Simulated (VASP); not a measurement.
# Ag in VASP: relaxation of the atoms with r2SCAN+rVV10

Aim: the relaxation of the atoms of Ag with r2SCAN+rVV10.

Everything below comes from runs of VASP 6.6.1. Logs are shortened: lines on timing, memory, paths and dates and some standing lists are left out, and cuts for length are marked.

### 1 The slab as given

The cell holds a slab with vacuum, 4 atoms: a = 2.939 Å, b = 2.939 Å, c = 28.786 Å, α = 90.00°, β = 90.00°, γ = 120.00°.

The cell was built by a generator and needn't be a form met in nature.

### 2 Relaxation of the atoms, r2SCAN+rVV10

INCAR

```
PREC = Accurate
ENCUT = 520
EDIFF = 1E-6
ISMEAR = 1
SIGMA = 0.1
LREAL = False
LASPH = True
NELM = 120
ALGO = Normal
ISIF = 2
LWAVE = False
LCHARG = False
LDIPOL = True
IDIPOL = 3
DIPOL = 0.5 0.5 0.500
METAGGA = R2SCAN
LMIXTAU = True
LUSE_VDW = True
IVDW_NL = 2
BPARAM = 11.95
CPARAM = 0.0093
IBRION = 2
NSW = 90
EDIFFG = -0.02
```

KPOINTS

```
Automatic mesh
0
Gamma
  15 15 1
```

POSCAR

```
Ag
1.0
    2.9393625700      0.0000000000      0.0000000000
   -1.4696812800      2.5455626200      0.0000000000
    0.0000000000      0.0000000000     28.7862216700
Ag
4
Direct
    0.6666660000      0.3333340000      0.3801734200
    0.3333330000      0.6666670000      0.4600554800
    1.0000000000      0.0000000000      0.5399445200
    0.6666660000      0.3333340000      0.6198265800
```

Potentials or basis: VASP PAW PBE potentials, release 64 (Ag).

Launch:

```bash
$ cat potpaw_PBE.64/Ag/POTCAR > POTCAR
$ mpirun -np 1 vasp_std > vasp.out
```

OUTCAR:

```text
PREC = Accurate
   ENCUT = 520
   EDIFF = 1E-6
   ISMEAR = 1
   LREAL = False
   LASPH = True
   NELM = 120
   ISIF = 2
   METAGGA = R2SCAN
   IVDW_NL = 2
   BPARAM = 11.95
   IBRION = 2
   NSW = 90
   EDIFFG = -0.02

 ion  position               nearest neighbor table
   1  0.667  0.333  0.380-   2 2.86   2 2.86   2 2.86
   2  0.333  0.667  0.460-   1 2.86   1 2.86   1 2.86   3 2.86   3 2.86   3 2.86
   3  0.000  0.000  0.540-   4 2.86   4 2.86   4 2.86   2 2.86   2 2.86   2 2.86
   4  0.667  0.333  0.620-   3 2.86   3 2.86   3 2.86

  LATTYP: Found a hexagonal cell.
 ALAT       =     2.9393625700
 C/A-ratio  =     9.7933551865

  Lattice vectors:

 A1 = (   2.9393625700,   0.0000000000,   0.0000000000)
 A2 = (  -1.4696812800,   2.5455626200,   0.0000000000)
 A3 = (   0.0000000000,   0.0000000000,  28.7862216700)

Analysis of symmetry for initial positions (statically):
=====================================================================
 Subroutine PRICEL returns:
 Original cell was already a primitive cell.

 Routine SETGRP: Setting up the symmetry group for a
 hexagonal supercell.

 Subroutine GETGRP returns: Found 12 space group operations
 (whereof  6 operations were pure point group operations)
 out of a pool of 24 trial point group operations.

The static configuration has the point symmetry C_3v.
 The point group associated with its full space group is D_3d.

Analysis of symmetry for dynamics (positions and initial velocities):
=====================================================================
 Subroutine PRICEL returns:
 Original cell was already a primitive cell.

 Routine SETGRP: Setting up the symmetry group for a
 hexagonal supercell.

 Subroutine GETGRP returns: Found 12 space group operations
 (whereof  6 operations were pure point group operations)
 out of a pool of 24 trial point group operations.

The dynamic configuration has the point symmetry C_3v.
 The point group associated with its full space group is D_3d.

 Subroutine INISYM returns: Found 12 space group operations
 (whereof  6 operations are pure point group operations),
 and found     1 'primitive' translations

----------------------------------------------------------------------------------------

                                     Primitive cell

  volume of cell :     215.3881

  direct lattice vectors                    reciprocal lattice vectors
     2.939362570  0.000000000  0.000000000     0.340209816  0.196420231  0.000000000
    -1.469681280  2.545562620  0.000000000     0.000000000  0.392840464  0.000000000
     0.000000000  0.000000000 28.786221670     0.000000000  0.000000000  0.034738842

  length of vectors
     2.939362570  2.939362536 28.786221670     0.392840459  0.392840464  0.034738842

  position of ions in fractional coordinates (direct lattice)
     0.666666000  0.333334000  0.380173420
     0.333333000  0.666667000  0.460055480
     0.000000000  0.000000000  0.539944520
     0.666666000  0.333334000  0.619826580

  ion indices of the primitive-cell ions
   primitive index   ion index
                 1           1
                 2           2
                 3           3
                 4           4

----------------------------------------------------------------------------------------

 KPOINTS: Automatic mesh

Automatic generation of k-mesh.
 Grid dimensions read from file:
 generate k-points for:   15   15    1

 Generating k-lattice:

  Cartesian coordinates                     Fractional coordinates (reciprocal lattice)
     0.022680654  0.013094682  0.000000000     0.066666667  0.000000000  0.000000000
     0.000000000  0.026189364  0.000000000     0.000000000  0.066666667  0.000000000
[... 50 lines left out ...]
   ISTART =      0    job   : 0-new  1-cont  2-samecut
   ICHARG =      2    charge: 1-file 2-atom 10-const
   ISPIN  =      1    spin polarized calculation?
   LNONCOLLINEAR =      F non collinear calculations
   LSORBIT =      F    spin-orbit coupling
   LASPH  =      T    aspherical Exc in radial PAW
   ENCUT  =  520.0 eV  38.22 Ry    6.18 a.u.   5.47  5.47 53.52*2*pi/ulx,y,z
   NELM   =    120;   NELMIN=  2; NELMDL= -5     # of ELM steps
   EDIFF  = 0.1E-05   stopping-criterion for ELM
   LREAL  =      F    real-space projection
   EDIFFG = -.2E-01   stopping-criterion for IOM
   NSW    =     90    number of steps for IOM
   IBRION =      2    ionic relax: 0-MD 1-quasi-New 2-CG
   NFREE  =      1    steps in history (QN), initial steepest desc. (CG)
   ISIF   =      2    stress and relaxation
   ISYM   =      2    0-nonsym 1-usesym 2-fastsym
   POTIM  = 0.5000    time-step for ionic-motion
   TEBEG  =    0.0;   TEEND  =   0.0 temperature during run
   PSTRESS=    0.0 pullay stress
   NELECT =      44.0000    total number of electrons
   NUPDOWN=      -1.0000    fix difference up-down
   EMIN   =  10.00;   EMAX   =-10.00  energy-range for DOS
   EFERMI =   0.00;   METHOD = LEGACY
   ISMEAR =     1;   SIGMA  =   0.10  broadening in eV -4-tet -1-fermi 0-gaus
   EFERMI_NEDOS =   21; number of points for ismear=-14 and -15
   IALGO  =     38    algorithm
   IMIX   =      4    mixing-type and parameters
     AMIX     =   0.40;   BMIX     =  1.00
     AMIX_MAG =   1.60;   BMIX_MAG =  1.00
  volume/ion in A,a.u.               =      53.85       363.38
  Fermi-wavevector in a.u.,A,eV,Ry     =   0.964166  1.822010 12.648197  0.929616
  Thomas-Fermi vector in A             =   2.093774
   LORBIT       =      0    0 simple, 1 ext, 2 COOP (PROOUT), +10 PAW based schemes
   METAGGA = R2SCAN    functional components
   LHFCALC =     F    Hartree Fock is set to
   AEXX    =    0.0000 exact exchange contribution
   IVDW_NL    =     2    kernel type
   BPARAM     =11.9500
   IVDW    =     0    specifies the selected vdW correction
   LEPSILON=     F    determine dielectric tensor
   LRPA    =     F    only Hartree local field effects (RPA)
 conjugate gradient relaxation of ions
 non-spin polarized calculation
 Methfessel and Paxton  Order N= 1 SIGMA  =   0.10
  energy-cutoff  :      520.00
  volume of cell :      215.39
 maximum number of plane-waves:      5911
 NGX is ok and might be reduce to    24
   NGX = 11   NGY = 11   NGZ =107

--------------------------------------- Ionic step        1  -------------------------------------------

 number of electron      44.0000013 magnetization

 Free energy of the ion-electron system (eV)
  ---------------------------------------------------
  ext. energy  EPLUGINS =         0.00000000
  ---------------------------------------------------
  free energy    TOTEN  =       -83.00809463 eV

  energy without entropy =      -83.00676906  energy(sigma->0) =      -83.00765277

------------------------ aborting loop because EDIFF is reached ----------------------------------------

  FORCE on cell =-STRESS in cart. coord.  units (eV):
  Direction    XX          YY          ZZ          XY          YZ          ZX
  --------------------------------------------------------------------------------------
  -------------------------------------------------------------------------------------
  Total       -2.2552466     -2.2552465      0.2178584     -0.0000000      0.0000000     -0.0000000
  in kB      -16.7757910    -16.7757905      1.6205529     -0.0000000      0.0000000     -0.0000000
  external PRESSURE =     -10.6436762 kB  Pullay stress =       0.0000000 kB
[... 95 lines left out ...]
  FREE ENERGIE OF THE ION-ELECTRON SYSTEM (eV)
  ---------------------------------------------------
  free  energy   TOTEN  =       -83.0092176439 eV

  energy  without entropy=      -83.0078853979  energy(sigma->0) =      -83.00877356

[... ionic steps 4 to 7 ...]

--------------------------------------- Ionic step        8  -------------------------------------------

 number of electron      44.0000014 magnetization

------------------------ aborting loop because EDIFF is reached ----------------------------------------
[... 33 lines left out ...]
--------------------------------------- Ionic step        9  -------------------------------------------

 number of electron      44.0000013 magnetization

 dipolmoment           0.000000      0.000000      0.000000 electrons x Angstroem

------------------------ aborting loop because EDIFF is reached ----------------------------------------

  FORCE on cell =-STRESS in cart. coord.  units (eV):
  Direction    XX          YY          ZZ          XY          YZ          ZX
  --------------------------------------------------------------------------------------
  -------------------------------------------------------------------------------------
  Total       -2.3177280     -2.3177280      0.1234001     -0.0000000      0.0000000     -0.0000000
  in kB      -17.2405630    -17.2405625      0.9179194     -0.0000000      0.0000000     -0.0000000
  external PRESSURE =     -11.1877354 kB  Pullay stress =       0.0000000 kB
[... 25 lines left out ...]
--------------------------------------- Ionic step       10  -------------------------------------------

 number of electron      44.0000012 magnetization

 dipolmoment           0.000000      0.000000     -0.000000 electrons x Angstroem

 Free energy of the ion-electron system (eV)
  ---------------------------------------------------
  ext. energy  EPLUGINS =         0.00000000
  ---------------------------------------------------
  free energy    TOTEN  =       -83.00963316 eV

  energy without entropy =      -83.00824017  energy(sigma->0) =      -83.00916883

 E-fermi :  -0.2553     XC(G=0):  -4.7105

 val. band max:       -0.4077872615   @ k =   0.4000   0.0667   0.0000
 cond. band min:      -0.2531517941   @ k =   0.2000   0.2000   0.0000
 fundamental gap:      0.1546354674
 Fermi energy:        -0.2552604161

 k-point     1 :       0.0000    0.0000    0.0000
  band No.  band energies     occupation
      1      -7.8730      2.00000
      2      -7.0125      2.00000
      3      -6.7170      2.00000
      4      -6.5581      2.00000
      5      -5.4886      2.00000
      6      -5.4886      2.00000
[... 685 lines left out ...]
     25       4.0927      0.00000
     26       4.7391      0.00000

 [... further k-points ...]

------------------------ aborting loop because EDIFF is reached ----------------------------------------

 vacuum level on the upper side and lower side of the slab       (xc-potential included)         0.042         0.042

  FORCE on cell =-STRESS in cart. coord.  units (eV):
  Direction    XX          YY          ZZ          XY          YZ          ZX
  --------------------------------------------------------------------------------------
  -------------------------------------------------------------------------------------
  Total       -2.3723861     -2.3723860      0.0388821     -0.0000000     -0.0000000     -0.0000000
  in kB      -17.6471404    -17.6471399      0.2892270     -0.0000000     -0.0000000     -0.0000000
  external PRESSURE =     -11.6683511 kB  Pullay stress =       0.0000000 kB
[... 19 lines left out ...]
  FREE ENERGIE OF THE ION-ELECTRON SYSTEM (eV)
  ---------------------------------------------------
  free  energy   TOTEN  =       -83.0096331595 eV

  energy  without entropy=      -83.0082401652  energy(sigma->0) =      -83.00916883

 reached required accuracy - stopping structural energy minimisation

 vacuum level on the upper side and lower side of the slab         4.149         4.149
```

It took 1.5 h on 1 thread of Intel Xeon 6975P-C (Granite Rapids), shared host; peak memory 0.9 GiB.

What came out:

```
Free energy                  : -83.0096 eV
Energy gained by relaxing    : 0.4 meV/atom
Ionic steps                  : 10
Largest force after relaxing : 0.012 eV/Å
Band gap on the k mesh       : none (metal or under the smearing width)
```

Forces on the atoms (eV/Å):
```
Ag   0.000  0.000 -0.012
Ag   0.000  0.000  0.000
Ag   0.000  0.000  0.000
Ag   0.000  0.000  0.012
```

Step by step:
```csv
step,energy change (eV),largest force (eV/Å),pressure (GPa)
1,0.0000,0.0679,-1.06
2,-0.0011,0.0322,-1.10
3,-0.0011,0.0306,-1.10
4,-0.0011,0.0278,-1.10
5,-0.0012,0.0221,-1.10
6,-0.0012,0.0256,-1.10
7,-0.0012,0.0325,-1.10
8,-0.0012,0.0301,-1.10
9,-0.0013,0.0255,-1.12
10,-0.0015,0.0117,-1.17
```

Final structure:
```
Ag
1.0
     2.93936    0.00000    0.00000
    -1.46968    2.54556    0.00000
     0.00000    0.00000   28.78622
Ag
4
Direct
  0.66667 0.33333 0.37988
  0.33333 0.66667 0.45974
  0.00000 0.00000 0.54026
  0.66667 0.33333 0.62012
```

Caveat: the PAW data sets were made with another functional, which shifts forces and pressure a little.
